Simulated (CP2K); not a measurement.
TaN:

```
CELL_PARAMETERS angstrom
5.51034 0.00000 0.00000
-2.53023 4.31421 0.00000
-0.66359 0.46453 2.79611
ATOMIC_POSITIONS crystal
Ta 0.33419 0.66670 0.49934
Ta 0.66628 0.33385 0.50213
Ta 0.99708 0.99648 0.99916
N 0.39061 0.99966 0.99680
N 0.60955 0.60773 0.99838
N 0.00229 0.39559 0.00419
```

Base run:

| Property | Result |
| --- | --- |
| Program | CP2K 2026.2 |
| Functional | LDA |
| Potentials or basis | POTENTIAL_UZH Ta GTH-PBE-q13, N GTH-PBE-q5; DZVP-MOLOPT-PBE-GTH basis |
| Density cutoff | 9184 eV |
| k mesh | 6 × 6 × 9 |
| Occupations | fermi-dirac, width 0.05 eV |
| Spin | no spin polarisation |

Its results: band gap on the k mesh none (metal or under the smearing width); pressure 22.0 GPa.

After a change of settings the same cell gave: band gap on the k mesh none (metal or under the smearing width); pressure 42.5 GPa. Which change was it?
A. functional from LDA to BLYP
B. functional from LDA to TPSS
C. functional from LDA to PBEsol
D. functional from LDA to PBE

A.

BLYP binds less tightly than LDA, so the same cell stands under more pressure.

Caveats: the potentials were made for another functional, which shifts forces and pressure; the basis of atomic orbitals isn't converged, which shifts pressures, moduli and gaps; spin-orbit coupling is left out, which moves the levels of the heavy elements (some runs); a pressure of tens of GPa on the cell as given is suspect, and the run, the potentials or the cell itself is likely at fault (some runs).
